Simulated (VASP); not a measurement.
# Os (Im-3m) in VASP: a series of runs, part 2 of 2

VASP 6.6.1. The steps go on from the part before.

## Step 5: Relaxation of cell and atoms, PBE+D3(BJ)

Input file INCAR:

```
SYSTEM = Os
ALGO = Fast
EDIFF = 1E-7
EDIFFG = -0.005
ENCUT = 600
GGA = PE
IBRION = 2
ISIF = 3
ISMEAR = 0
IVDW = 12
LASPH = .True.
LCHARG = .False.
LREAL = .False.
LWAVE = .False.
NELM = 100
NSW = 90
PREC = Accurate
SIGMA = 0.1
```

Input file KPOINTS:

```
k-points
0
Gamma
  20 20 20
  0 0 0
```

Input file POSCAR:

```
Os
1.0
   -1.5182944900      1.5182944900      1.5182944900
    1.5182944900     -1.5182944900      1.5182944900
    1.5182944900      1.5182944900     -1.5182944900
Os
1
Direct
    0.0000000000      0.0000000000      0.0000000000
```

Potentials or basis: VASP PAW PBE potentials, release 64 (Os).

On the command line:

```bash
cat potpaw_PBE.64/Os/POTCAR > POTCAR
mpirun -np 1 vasp_std > vasp.out
```

OUTCAR:

```text
SYSTEM = Os
   EDIFF = 1E-7
   EDIFFG = -0.005
   ENCUT = 600
   GGA = PE
   IBRION = 2
   ISIF = 3
   ISMEAR = 0
   IVDW = 12
   LASPH = .True.
   LREAL = .False.
   NELM = 100
   NSW = 90
   PREC = Accurate
 IVDW          = 12

 ion  position               nearest neighbor table
   1  0.000  0.000  0.000-

  LATTYP: Found a body centered cubic cell.
 ALAT       =     3.0365889800

  Lattice vectors:

 A1 = (  -1.5182944900,   1.5182944900,   1.5182944900)
 A2 = (   1.5182944900,  -1.5182944900,   1.5182944900)
 A3 = (   1.5182944900,   1.5182944900,  -1.5182944900)

Analysis of symmetry for initial positions (statically):
=====================================================================
 Subroutine PRICEL returns:
 Original cell was already a primitive cell.

 Routine SETGRP: Setting up the symmetry group for a
 body centered cubic supercell.

 Subroutine GETGRP returns: Found 48 space group operations
 (whereof 48 operations were pure point group operations)
 out of a pool of 48 trial point group operations.

[... 285 lines left out ...]
  ext. energy  EPLUGINS =         0.00000000
  ---------------------------------------------------
  free energy    TOTEN  =       -10.35855816 eV

  energy without entropy =      -10.35117603  energy(sigma->0) =      -10.35486709

 E-fermi :   9.1915     XC(G=0): -13.8375

 val. band max:        9.1889022310   @ k =   0.3000   0.2000   0.0500
 cond. band min:       9.1967006259   @ k =   0.2500   0.2500   0.0500
 fundamental gap:      0.0077983949
 Fermi energy:         9.1914587724

 k-point     1 :       0.0000    0.0000    0.0000
  band No.  band energies     occupation
      1      -1.6826      2.00000
      2       5.8742      2.00000
      3       5.8742      2.00000
      4       5.8742      2.00000
      5       9.1420      1.51576
      6       9.1420      1.51575
      7      25.4338      0.00000
      8      25.4338      0.00000
[... 243 lines left out ...]
 k-point    24 :       0.2500    0.1000    0.0000
  band No.  band energies     occupation
      1       1.5693      2.00000
      2       4.4900      2.00000
      3       5.4408      2.00000
      4       8.4901      2.00000
      5       9.6152      0.00000
      6      10.0652      0.00000
      7      23.2213      0.00000
      8      24.6342      0.00000

 [... further k-points ...]

------------------------ aborting loop because EDIFF is reached ----------------------------------------

 Edisp (eV)   -0.63046

 E8    (eV) :    -0.3098
[... 24 lines left out ...]
  FREE ENERGIE OF THE ION-ELECTRON SYSTEM (eV)
  ---------------------------------------------------
  free  energy   TOTEN  =       -10.9890223447 eV

  energy  without entropy=      -10.9816402111  energy(sigma->0) =      -10.98533128

 reached required accuracy - stopping structural energy minimisation
```

CONTCAR:

```text
Os
   1.00000000000000
    -1.5361869830327075    1.5361869830327075    1.5361869830327075
     1.5361869830327075   -1.5361869830327075    1.5361869830327075
     1.5361869830327075    1.5361869830327075   -1.5361869830327075
  Os
     1
Direct
     0.0000000000000000    0.0000000000000000    0.0000000000000000

  0.00000000E+00  0.00000000E+00  0.00000000E+00
```

Wall time 48 s (1 thread of Intel Xeon 6975P-C (Granite Rapids), shared host); peak memory 0.19 GiB.

What came out:

| Property | Result |
| --- | --- |
| Free energy | -10.9890 eV |
| Relaxed volume | 14.50 Å³/atom |
| Relaxed cell | a = 2.661 Å, b = 2.661 Å, c = 2.661 Å, α = 109.47°, β = 109.47°, γ = 109.47° |
| Space group after relaxing (to 0.05 Å) | Im-3m (No. 229) |
| Energy gained by relaxing | 21.8 meV/atom |
| Ionic steps | 4 |
| Pressure after relaxing | 0.0 GPa |
| Band gap on the k mesh | none (metal or under the smearing width) |
| Dispersion energy per atom | -0.630 eV |

Step by step:
| step | energy change (eV) | largest force (eV/Å) | pressure (GPa) | volume (Å³) |
| --- | --- | --- | --- | --- |
| 1 | 0.0000 | 0.0000 | 14.52 | 14.00 |
| 2 | 0.2859 | 0.0000 | -38.23 | 16.73 |
| 3 | -0.0217 | 0.0000 | -0.91 | 14.53 |
| 4 | -0.0218 | 0.0000 | -0.04 | 14.50 |

Final structure:
```
CELL_PARAMETERS angstrom
-1.53619 1.53619 1.53619
1.53619 -1.53619 1.53619
1.53619 1.53619 -1.53619
ATOMIC_POSITIONS crystal
Os 0.00000 0.00000 0.00000
```

Caveat: pairwise dispersion overbinds metals, which lowers pressure and volume.

## Step 6: Relaxation of cell and atoms, PBEsol

INCAR, as its differences from that of step 5:

```diff
@@ -4,4 +4,4 @@
 EDIFFG = -0.005
-ENCUT = 600
-GGA = PE
+ENCUT = 300
+GGA = PS
 IBRION = 2
@@ -9,3 +9,2 @@
 ISMEAR = 0
-IVDW = 12
 LASPH = .True.
```

KPOINTS is that of step 5.

POSCAR is that of step 5.

Potentials or basis: VASP PAW PBE potentials, release 64 (Os).

On the command line:

```bash
cat potpaw_PBE.64/Os/POTCAR > POTCAR
mpirun -np 1 vasp_std > vasp.out
```

It took 15 s on 1 thread of Intel Xeon 6975P-C (Granite Rapids), shared host; peak memory 0.13 GiB.

Results (log left out):

```
Free energy                            : -11.3153 eV
Relaxed volume                         : 14.33 Å³/atom
Relaxed cell                           : a = 2.650 Å, b = 2.650 Å, c = 2.650 Å, α = 109.47°, β = 109.47°, γ = 109.47°
Space group after relaxing (to 0.05 Å) : Im-3m (No. 229)
Energy gained by relaxing              : 9.6 meV/atom
Ionic steps                            : 4
Pressure after relaxing                : 0.0 GPa
Band gap on the k mesh                 : none (metal or under the smearing width)
```

The path:
```
step  energy change (eV)  largest force (eV/Å)  pressure (GPa)  volume (Å³)
   1              0.0000                0.0000            9.69        14.00
   2              0.1437                0.0000          -30.37        15.79
   3             -0.0095                0.0000           -0.41        14.34
   4             -0.0096                0.0000           -0.02        14.33
```

Final structure:
```
Os
1.0
    -1.52995    1.52995    1.52995
     1.52995   -1.52995    1.52995
     1.52995    1.52995   -1.52995
Os
1
Direct
  0.00000 0.00000 0.00000
```

Levels at points of the mesh, in eV from the Fermi level:
```csv
k point,band 1,band 2,band 3,band 4,band 5,band 6,band 7,band 8
"(0.00, 0.00, 0.00)",-11.03,-3.37,-3.37,-3.37,-0.06,-0.06,16.28,16.28
"(0.50, 0.00, 0.00)",-7.83,-5.47,-0.21,-0.19,0.60,3.35,9.13,12.50
"(0.50, 0.50, 0.50)",-7.43,-7.43,2.50,2.50,2.50,7.94,7.94,7.94
```

Caveat: the PAW data sets were made with another functional, which shifts forces and pressure a little. Spin-orbit coupling is left out, which matters for the levels of Os.

## Step 7: Summary

| level | potentials or basis | cutoff (eV) | gap on the mesh (eV) | pressure (GPa) | relaxed volume (Å³/atom) |
| --- | --- | --- | --- | --- | --- |
| PBEsol | VASP PAW PBE potentials, release 64 (Os) | 600 | none | 0.0 | 14.38 |
| LDA | VASP PAW LDA potentials, release 64 (Os) | 600 | none | 0.0 | 14.19 |
| PBE | VASP PAW PBE potentials, release 64 (Os) | 600 | none | 0.0 | 14.78 |
| PBE+D3(BJ) | VASP PAW PBE potentials, release 64 (Os) | 600 | none | 0.0 | 14.50 |
| PBEsol | VASP PAW PBE potentials, release 64 (Os) | 300 | none | 0.0 | 14.33 |

Alike in all rows: task relaxation of cell and atoms; no spin polarisation; cell relaxed; k mesh 20 × 20 × 20; smearing gaussian 0.1 eV.

Caveats: the PAW data sets were made with another functional, which shifts forces and pressure a little (some runs); pairwise dispersion overbinds metals, which lowers pressure and volume (some runs).

Absolute energies hang on the potentials; compare differences alone.
